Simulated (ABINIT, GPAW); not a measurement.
This is a calculation of Pt for ABINIT 10.8.3 (patched build). Atoms were shifted at random by some hundredths of an Å from the given cell, which wasn't relaxed again for these runs. This isn't the form of Pt at room conditions, which is fcc.

Contents of run.abi:

```
# Pseudopotentials
pp_dirpath "./"
pseudos "Pt.upf"

# Structure
acell 3*1.0 Angstrom
rprim
     2.7606656158     0.0000000000     0.0000000000
    -1.3803328079     2.3908065546     0.0000000000
     0.0000000000     0.0000000000     4.7921340000
ntypat 1
znucl 78
natom 2
typat 1 1
xred
     0.3284440000     0.6879730000     0.2528560000
     0.6733180000     0.3227900000     0.7433810000
chkprim 0
chksymtnons 0
tolsym 1.0e-6

# Plane-wave basis
ecut 1142.878222 eV

# k points
kptopt 1
ngkpt 11 11 6
nshiftk 1
shiftk 0.0 0.0 0.0

# Exchange and correlation
ixc -116133

# Bands and occupations
nband 22
occopt 3
tsmear 0.05 eV

# SCF cycle
nstep 100
tolvrs 1.0e-10

# Output
iomode 3
prtwf 0
prteig 0
prtebands 0
enunit 2
prtden 1
prtvha 1
prtvclmb 1
prtpot 1
prtelf 1
```

Potentials or basis: PseudoDojo NC SR PBEsol v0.4.1 standard.

The run is started by

```sh
$ abinit run.abi > log 2>&1
```

Question: Translate it to GPAW 26.7.0 (ASE script). Potentials or basis there: PAW data sets generated for this functional, cutoff 600 eV.

Answer: As run (cutoffs and basis follow the program's own potentials, and thresholds, step limits or extra output files can differ):

File run.py:

```python
from ase import Atoms
from ase.dft.bandgap import bandgap
from ase.io import write
from ase.units import GPa
from gpaw import GPAW, PW, setup_paths

setup_paths.insert(0, '.')

atoms = Atoms(['Pt', 'Pt'],
              cell=[[2.7606656158, 0.0, 0.0],
                    [-1.3803328079, 2.3908065546, 0.0],
                    [0.0, 0.0, 4.792134]],
              scaled_positions=[[0.328444, 0.687973, 0.252856],
                                [0.673318, 0.32279, 0.743381]],
              pbc=True)

calc = GPAW(mode=PW(600),
            xc='PBEsol',
            kpts={'size': (11, 11, 6), 'gamma': True},
            occupations={'name': 'fermi-dirac', 'width': 0.05},
            nbands=29,
            convergence={'density': 1e-05, 'energy': 1e-05},
            maxiter=150,
            txt='gpaw.txt')
atoms.calc = calc
energy = atoms.get_potential_energy()
forces = atoms.get_forces()
stress = atoms.get_stress()
calc.write('gs.gpw')
write('result.traj', atoms)
print(f'Energy: {energy:.6f} eV')
print('Forces (eV/A):')
print(forces.round(4))
print('Stress (GPa):', (stress / GPa).round(3))
print('Fermi level:', round(calc.get_fermi_level(), 4), 'eV')
print(f'Gap: {bandgap(calc)[0]:.4f} eV, direct: {bandgap(calc, direct=True)[0]:.4f} eV')
```

Potentials or basis: PAW data sets generated in the run's folder for this functional, pw.

Launch:

```console
$ gpaw-setup -f PBEsol Pt
$ OMP_NUM_THREADS=1 python run.py
```

Both were run:

|  | ABINIT | GPAW |
| --- | --- | --- |
| Pressure | -10.8 GPa | -10.4 GPa |
| Largest force | 0.411 eV/Å | 0.409 eV/Å |

The potentials hold 36 and 32 valence electrons a cell.

The cell lies far from this level's equilibrium.

Pressure is positive in compression.
